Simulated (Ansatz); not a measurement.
**hcp against bcc along groups 8 to 10**

Computed with Ansatz 0.2.0, DFT, revPBE, plane waves (420 eV) with PAW, scalar-relativistic. The PAW files were generated under PBE, with cores re-solved for the functional.

Each structure is relaxed within its symmetry, in the lowest magnetic state of the tried starts. Differences under about 8 meV lie within the error of the k-point mesh.

| element | E(hcp) − E(bcc) (meV/atom) | V(hcp) (Å³/atom) | V(bcc) (Å³/atom) | state of hcp | state of bcc |
| --- | --- | --- | --- | --- | --- |
| Fe | 137 | 10.37 | 11.61 | spin not included | ferromagnetic |
| Ru | -617 | 13.91 | 14.41 | non-magnetic | spin not included |
| Os | -880 | 14.39 | 14.91 | spin not included | spin not included |
| Rh | -303 | 14.32 | 14.71 | spin not included | spin not included |
| Ir | -554 | 14.71 | 15.20 | spin not included | spin not included |
| Ni | -70 | 11.17 | 11.22 | ferromagnetic | ferromagnetic |
| Pd | -14 | 15.76 | 15.76 | spin not included | non-magnetic |
| Pt | -35 | 15.97 | 16.05 | spin not included | spin not included |
